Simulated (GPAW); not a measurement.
# MnO2 (P4_2/mnm) in GPAW: reference runs

Reference runs on MnO2: the cell as given.

Program: GPAW 26.7.0. These are calculated values, not measurements. Logs are shortened: lines on timing, memory, paths and dates and some standing lists are left out, and cuts for length are marked. The log counts tension as positive stress, the text compression.

## (1) The crystal as given

It takes space group P4_2/mnm (No. 136, tetragonal). Conventional cell: a = 4.400 Å, b = 4.400 Å, c = 2.867 Å, α = 90.00°, β = 90.00°, γ = 90.00°. Around Mn (site symmetry mmm) lie 6 O at 1.88 to 1.90 Å. O (site symmetry m2m) is surrounded by 3 Mn at 1.88 to 1.90 Å.

The cell is a database's computed one.

## (2) Single point, PBEsol, collinear spin, ferromagnetic start

run.py reads:

```python
from ase import Atoms
from ase.dft.bandgap import bandgap
from ase.io import write
from ase.units import GPa
from gpaw import GPAW, PW, setup_paths

setup_paths.insert(0, '.')

atoms = Atoms(['Mn', 'Mn', 'O', 'O', 'O', 'O'],
              cell=[[4.4004184607, 0.0, 0.0],
                    [0.0, 4.4004184607, 0.0],
                    [0.0, 0.0, 2.86707794]],
              scaled_positions=[[0.5, 0.5, 0.5],
                                [0.0, 0.0, 0.0],
                                [0.80491615, 0.19508385, 0.5],
                                [0.69508385, 0.69508385, 0.0],
                                [0.19508385, 0.80491615, 0.5],
                                [0.30491615, 0.30491615, 0.0]],
              pbc=True)
atoms.set_initial_magnetic_moments([4.0, 4.0, 0.0, 0.0, 0.0, 0.0])

calc = GPAW(mode=PW(800),
            xc='PBEsol',
            kpts={'size': (6, 6, 9), 'gamma': True},
            occupations={'name': 'fermi-dirac', 'width': 0.05},
            nbands=47,
            convergence={'density': 1e-05, 'energy': 1e-05},
            maxiter=150,
            txt='gpaw.txt')
atoms.calc = calc
energy = atoms.get_potential_energy()
forces = atoms.get_forces()
stress = atoms.get_stress()
calc.write('gs.gpw')
write('result.traj', atoms)
print(f'Energy: {energy:.6f} eV')
print('Forces (eV/A):')
print(forces.round(4))
print('Stress (GPa):', (stress / GPa).round(3))
print('Moments:', calc.get_magnetic_moments().round(3))
print('Fermi level:', round(calc.get_fermi_level(), 4), 'eV')
print(f'Gap: {bandgap(calc)[0]:.4f} eV, direct: {bandgap(calc, direct=True)[0]:.4f} eV')
```

Potentials or basis: PAW data sets generated in the run's folder for this functional, pw.

Launch:

```console
$ gpaw-setup -f PBEsol Mn O
$ OMP_NUM_THREADS=1 python run.py
```

gpaw.txt:

```text
__  _  _
 | _ |_)|_||  |
 |__||  | ||/\| - 26.7.0

Input parameters:
  mode=PW(ecut=800.0),
  convergence={'density': 1e-05, 'energy': 1e-05},
  kpts=MonkhorstPack(size=(6, 6, 9), gamma=True),
  maxiter=150,
  nbands=47,
  occupations=Occupations(name='fermi-dirac', width=0.05),
  xc=XC(name='PBEsol')

Diagonalizing LCAO Hamiltonian
Converting LCAO to pw mode
    .----------.
   /|          |
  / |          |
 *  | O        |
 |  .---MnO----.
 | /       O  /
 |/  O       /
 Mn---------*

Atoms  # Å, Bohr magnetons
|   | symbol |        x |        y |        z |    initial magnetic moments |
|---|--------|----------|----------|----------|-----------------------------|
| 0 |     Mn | 2.200209 | 2.200209 | 1.433539 | ( 0.0000,  0.0000,  4.0000) |
| 1 |     Mn | 0.000000 | 0.000000 | 0.000000 | ( 0.0000,  0.0000,  4.0000) |
| 2 |      O | 3.541968 | 0.858451 | 1.433539 | ( 0.0000,  0.0000,  0.0000) |
| 3 |      O | 3.058660 | 3.058660 | 0.000000 | ( 0.0000,  0.0000,  0.0000) |
| 4 |      O | 0.858451 | 3.541968 | 1.433539 | ( 0.0000,  0.0000,  0.0000) |
| 5 |      O | 1.341759 | 1.341759 | 0.000000 | ( 0.0000,  0.0000,  0.0000) |

Unit cell  # Å
| periodic |        x |        y |        z |  lengths |    angles |
|----------|----------|----------|----------|----------|-----------|
|      yes | 4.400418 | 0.000000 | 0.000000 | 4.400418 | 90.000000 |
|      yes | 0.000000 | 4.400418 | 0.000000 | 4.400418 | 90.000000 |
|      yes | 0.000000 | 0.000000 | 2.867078 | 2.867078 | 90.000000 |

Number of symmetries: 8
Symmetry operations  # r_c * U_cc + t_c -> r_c
|   | kind |            matrix            |
|---|------|------------------------------|
| 0 |  E   |  1, 0, 0,  0, 1, 0,  0, 0, 1 |
| 1 |  σ   |  1, 0, 0,  0, 1, 0,  0, 0,-1 |
| 2 |  σ   |  0, 1, 0,  1, 0, 0,  0, 0, 1 |
| 3 |  C2  |  0, 1, 0,  1, 0, 0,  0, 0,-1 |
| 4 |  σ   |  0,-1, 0, -1, 0, 0,  0, 0, 1 |
| 5 |  C2  |  0,-1, 0, -1, 0, 0,  0, 0,-1 |
| 6 |  C2  | -1, 0, 0,  0,-1, 0,  0, 0, 1 |
| 7 |  i   | -1, 0, 0,  0,-1, 0,  0, 0,-1 |

BZ-sampling:
  Number of BZ points: 324
  Number of IBZ points: 65

  Monkhorst-Pack size: [6, 6, 9]
  Monkhorst-Pack shift: [0.08333333333333333, 0.08333333333333333, 0.0]

K-points  # in reciprocal-cell coordinates
|     |                                coordinates |     weight |
|-----|--------------------------------------------|------------|
|   0 | (  0.00000000,   0.00000000,   0.00000000) | 0.00308642 |
|   1 | (  0.00000000,   0.00000000,   0.11111111) | 0.00617284 |
|   2 | (  0.00000000,   0.00000000,   0.22222222) | 0.00617284 |
|   3 | (  0.00000000,   0.00000000,   0.33333333) | 0.00617284 |
|   4 | (  0.00000000,   0.00000000,   0.44444444) | 0.00617284 |
|   5 | (  0.16666667,  -0.16666667,   0.00000000) | 0.00617284 |
|   6 | (  0.16666667,  -0.16666667,   0.11111111) | 0.01234568 |
|   7 | (  0.16666667,  -0.16666667,   0.22222222) | 0.01234568 |
|   8 | (  0.16666667,  -0.16666667,   0.33333333) | 0.01234568 |
|   9 | (  0.16666667,  -0.16666667,   0.44444444) | 0.01234568 |
| ... |                                            |            |
|  64 | (  0.50000000,   0.50000000,   0.44444444) | 0.00617284 |

Plane wave coefficients: 2876
Cutoff: 800.0 eV

Spin-components: 2 (collinear spins)
Bands:           47
Projectors:      32
Spin-degeneracy: 1
Datatype:        complex128

Parallelization:
  kpt:    1
  domain: 1
  band:   1

Density:
  Valence electrons: 54.0
  Components: 2
  Grid points: [30 30 20]
  Charge: 0.0  # |e|

Potential:
  Grid points: [30 30 20]

species:
  Mn:
    name:    Manganese
    Z:       25.0
    valence: 15
    core:    10
    charge:  0.0  # [|e|]
    compensation charges:
      type: gauss
      rc: 0.38  # [Å]
      lmax: 2
    cutoffs:
      filter: 2.14  # [Å]
      core: 0.86  # [Å]
    projectors
    | kind |    occ | energy [eV] | rcut [Å] |
    |------|--------|-------------|----------|
    |   3s |  2.000 |     -85.624 |    1.275 |
    |   4s |  2.000 |      -5.124 |    1.275 |
    |   3p |  6.000 |     -54.486 |    1.281 |
    |   4p |  0.000 |      -1.348 |    1.281 |
    |   3d |  5.000 |      -6.794 |    1.138 |
    |    d |        |      20.417 |    1.138 |

    Using partial waves for Mn as LCAO basis

  O:
    name:    Oxygen
    Z:       8.0
    valence: 6
    core:    2
    charge:  0.0  # [|e|]
    compensation charges:
      type: gauss
      rc: 0.21  # [Å]
      lmax: 2
    cutoffs:
      filter: 1.17  # [Å]
      core: 0.83  # [Å]
    projectors
    | kind |    occ | energy [eV] | rcut [Å] |
    |------|--------|-------------|----------|
    |   2s |  2.000 |     -23.808 |    0.688 |
    |   2p |  4.000 |      -8.972 |    0.598 |
    |    s |        |       3.404 |    0.688 |
    |    p |        |      18.239 |    0.598 |
    |    d |        |       0.000 |    0.619 |

    Using partial waves for O as LCAO basis

Reference energy: -71102.493104  # eV

eigensolver:
  PPCG
  Converge bands: occupied
  niter=2

density mixing:
  MSR1-Mixer
  Pratt-step length: 0.05
  Maximum mixing coefficient: 0.75
  Old densities: 10
  SVD Regularization: 0.005
  Good broyden scale: 1.0
  Trust region scale: 1.0
  Backstep threshold: 4.0
  History deletion threshold: 6.0
  Fourier metric: weight=20.0, sigma=0.015

occupation numbers:
  Fermi-Dirac:
    width: 0.0500  # eV

poisson solver:
  ecut: 6400.0  # eV

xc functional:
  name: PBEsol with 2 nearest neighbor stencil

convergence criteria:
- Maximum integral of absolute [dens]ity change: 1e-05 electrons / valence electron
- Maximum [total energy] change in last 3 cyles: 1e-05 eV / valence electron
- Maximum integral of absolute [eigenst]ate change: 4e-08 eV^2 / valence electron
maximum number of iterations: 150

SCF iterations
|iter     | |      energy | eigst |  dens |  magmom |
|---------|-|-------------|-------|-------|---------|
|iter:   1| |  -57.444859 | +0.51 |       |  +8.0038|
|iter:   2| |  -55.064993 | -1.50 | -0.79 |  +7.9036|
|iter:   3| |  -52.420871 | -1.19 | -0.86 |  +7.1706|
|iter:   4| |  -52.225000 | -2.28 | -1.17 |  +6.8721|
|iter:   5| |  -52.316086 | -2.47 | -1.33 |  +6.3185|
|iter:   6| |  -52.397044 | -2.90 | -1.67 |  +5.9503|
|iter:   7| |  -52.373099 | -3.68 | -1.97 |  +5.9312|
|iter:   8| |  -52.375102 | -4.14 | -2.22 |  +5.9528|
|iter:   9| |  -52.375124 | -4.17 | -2.51 |  +5.9573|
|iter:  10| |  -52.375072c| -5.07 | -2.75 |  +5.9628|
|iter:  11| |  -52.375098c| -6.54 | -3.50 |  +5.9669|
|iter:  12| |  -52.375088c| -7.19 | -3.95 |  +5.9671|
|iter:  13| |  -52.375087c| -7.77c| -4.70 |  +5.9668|
|iter:  14| |  -52.375088c| -8.77c| -5.29c|  +5.9668|

Converged in 14 steps
Energy contributions relative to reference atoms: (reference = -71102.493104)

Energy contributions:
  Kinetic:          37.032164
  Coulomb:         -41.857809
  Zero:              1.090855
  External:          0.000000
  Xc:              -48.637010
  Entropy:          -0.006575
  Spinorbit:         0.000000
  ----------------------------
  Free energy:     -52.378375
  Extrapolated:    -52.375088

dipole moment: (-10.269237, -10.269237, -22.772371)  # |e|*Ang

Total magnetic moment: (0.000000, 0.000000, 5.966758)

Local magnetic moments
|        x |        y |        z |
|----------|----------|----------|
| 0.000000 | 0.000000 | 2.662310 |  # Mn   0
| 0.000000 | 0.000000 | 2.662306 |  # Mn   1
| 0.000000 | 0.000000 | 0.073792 |  # O    2
| 0.000000 | 0.000000 | 0.073794 |  # O    3
| 0.000000 | 0.000000 | 0.073792 |  # O    4
| 0.000000 | 0.000000 | 0.073794 |  # O    5

Fermi level: 6.374
Eigenvalues  # (at kpt = [0.000, 0.000, 0.000])
| band index |      eig [eV] | occ [0-1] |      eig [eV] | occ [0-1] |
|------------|---------------|-----------|---------------|-----------|
|          0 |       -75.341 |     1.000 |       -72.314 |     1.000 |
|        ... |               |           |               |           |
|         20 |         3.491 |     1.000 |         4.566 |     1.000 |
|         21 |         3.649 |     1.000 |         5.254 |     1.000 |
|         22 |         3.779 |     1.000 |         5.254 |     1.000 |
|         23 |         3.779 |     1.000 |         5.832 |     1.000 |
|         24 |         3.921 |     1.000 |         6.339 |     0.665 |
|         25 |         4.484 |     1.000 |         6.642 |     0.005 |
[... 8 lines left out ...]
|         34 |        13.683 |     0.000 |        14.115 |     0.000 |
|         35 |        16.984 |     0.000 |        17.469 |     0.000 |
|        ... |               |           |               |           |
|         46 |        30.250 |     0.000 |        31.181 |     0.000 |

No gap
No difference between direct/indirect transitions

Forces  # eV/Ang
|        x |        y |       z |
|----------|----------|---------|
|  0.00000 | -0.00000 | 0.00000 |  # Mn   0
| -0.00000 |  0.00000 | 0.00000 |  # Mn   1
|  0.00152 | -0.00152 | 0.00000 |  # O    2
| -0.00152 | -0.00152 | 0.00000 |  # O    3
| -0.00152 |  0.00152 | 0.00000 |  # O    4
|  0.00152 |  0.00152 | 0.00000 |  # O    5

Stress tensor  # eV/Ang^3
|         x |         y |        z |
|-----------|-----------|----------|
| -0.004438 | -0.000000 | 0.000000 |
| -0.000000 | -0.004438 | 0.000000 |
|  0.000000 |  0.000000 | 0.005088 |

# Writing to gs.gpw (mode='')
```

It took 7.1 min on 1 thread of AMD EPYC 7R43 (Zen 3), shared host; peak memory 0.49 GiB.

What came out:

```
Free energy            : -52.3784 eV
Pressure               : 0.2 GPa
Band gap on the k mesh : none (metal or under the smearing width)
Net moment             : 5.97 μB per cell
Site moments           : Mn +2.66; O +0.07 μB
```

Forces on the atoms (eV/Å):
```
Mn   0.000  0.000  0.000
Mn   0.000  0.000  0.000
O    0.002 -0.002  0.000
O   -0.002 -0.002  0.000
O   -0.002  0.002  0.000
O    0.002  0.002  0.000
```

Stress tensor (GPa, compression positive):
```
 0.71  0.00  0.00
 0.00  0.71  0.00
 0.00  0.00 -0.82
```

Caveat: semilocal functionals often make such compounds metallic where correlation or magnetic order opens a gap, which also shifts bond lengths; only a ferromagnetic start was run, and an antiferromagnetic order may lie lower in energy. With open d or f shells a metallic result of PBEsol can be an artefact of self-interaction; +U or a hybrid may open a gap.
